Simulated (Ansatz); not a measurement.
Relaxed bulk Sn:

```yaml
crystal:
  lattice:
    - [0.00000, 3.32815, 3.32815]
    - [3.32815, 0.00000, 3.32815]
    - [3.32815, 3.32815, 0.00000]
  atoms:
    - { symbol: Sn, position: [0.50000, 0.50000, 0.50000] }
    - { symbol: Sn, position: [0.75000, 0.75000, 0.75000] }
```

Miller indices refer to the conventional cell of Fd-3m (No. 227), a = 6.656 Å, b = 6.656 Å, c = 6.656 Å, α = 90.00°, β = 90.00°, γ = 90.00°.

The (110) slab of 5 planes, 9.4 Å thick with 15 Å of vacuum as cut; outer planes Sn (top) and Sn (bottom).

Method: DFT PBE, scalar-relativistic, plane waves, PAW in Ansatz. Cutoff 420 eV; k points 8×5×1 on the computed 10-atom cell (Γ-centred); Gaussian smearing, width 0.10 eV; no spin polarisation. The cell repeats along c with a dipole correction in the vacuum.

With the atoms at the bulk's places:

- Surface energy (mean of both faces): 0.75 J/m²
- Work function: 4.29 eV

Q: What changes when all atoms relax within this surface cell and its symmetry?

A: The energy falls by 0.002 J/m² a face, and the largest move is 0.02 Å.

```
Surface energy (mean of both faces) : 0.75 J/m²
Work function                       : 4.29 eV
```

```csv
plane (bottom to top),atoms,"spacing to next, bulk (Å)",relaxed (Å),change (%)
1,Sn2,2.353,2.351,-0.1
2,Sn2,2.353,2.366,+0.5
3,Sn2,2.353,2.366,+0.5
4,Sn2,2.353,2.351,-0.1
5,Sn2,,,
```